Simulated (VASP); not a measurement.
Here is a VASP 6.6.1 calculation.

The input INCAR:

```
SYSTEM = ZnO
PREC     = Accurate       ! precision mode
ENCUT    = 600            ! plane-wave cutoff, eV
EDIFF    = 1E-8           ! SCF threshold, eV
ISMEAR   = 0              ! smearing method
SIGMA    = 0.03           ! smearing width, eV
LREAL    = .FALSE.        ! projectors in reciprocal space
LASPH    = .TRUE.         ! aspherical terms in the spheres
NELM     = 80             ! most SCF steps
ALGO     = Fast           ! electronic algorithm
ISIF     = 2              ! what is computed and relaxed
LWAVE    = .FALSE.        ! write WAVECAR
LCHARG   = .FALSE.        ! write CHGCAR
GGA      = PE             ! functional
LEPSILON = .TRUE.         ! dielectric tensor by DFPT
```

File KPOINTS:

```
Automatic mesh
0
G
  9 9 5
  0 0 0
```

The input POSCAR:

```
ZnO                                     
1.0
    3.2858134863      0.0000000000      0.0000000000
   -1.6429067432      2.8455979512     -0.0000000000
    0.0000000000      0.0000000000      5.3012840563
  Zn              O             
     2     2
Direct
     0.3333333332999970    0.6666666667000030    0.4998921358113735
     0.6666666667000030    0.3333333332999970    0.9998921358113734
     0.6666666667000030    0.3333333332999970    0.3791178641886275
     0.3333333332999970    0.6666666667000030    0.8791178641886276
```

Potentials or basis: VASP PAW PBE potentials, release 64 (Zn, O).

The run is started by

```console
$ cat potpaw_PBE.64/Zn/POTCAR potpaw_PBE.64/O/POTCAR > POTCAR
$ mpirun -np 1 vasp_std > vasp.out
```

Problem. Estimate the electronic dielectric tensor (diagonal).

Solution. 6.34, 6.34, 6.15.

Problem. What does it give for the Born charges (mean of the diagonal)?

Solution. Zn +2.18; O -2.18 e.

Problem. Estimate the band gap on the k mesh.

Solution. 0.72 eV, direct.

Born effective charge tensors (e):
atom 1, Zn
```
2.16 0.00 0.00
0.00 2.16 0.00
0.00 0.00 2.21
```
atom 2, Zn
```
2.16 0.00 0.00
0.00 2.16 0.00
0.00 0.00 2.21
```
atom 3, O
```
-2.16  0.00  0.00
 0.00 -2.16  0.00
 0.00  0.00 -2.21
```
atom 4, O
```
-2.16  0.00  0.00
 0.00 -2.16  0.00
 0.00  0.00 -2.21
```

**Measured values to compare with.**

“Electronic structure of alkaline earth and post-transition metal oxides”, 2009, arxiv:0908.1581 quotes, for a bulk crystal of ZnO: band gap 3.37 eV.

A measured gap of ZnO is 3.37 eV (quoted in “Electronic structure of alkaline earth and post-transition metal oxides”, 2009, arxiv:0908.1581); the calculated 0.72 eV misses it by -2.65 eV. So large a miss can be the level of theory's own, or it may mean another phase, state or a wrong row. The value is that of PBE, without temperature or zero-point motion. Semilocal functionals fall short of measured gaps as a rule.
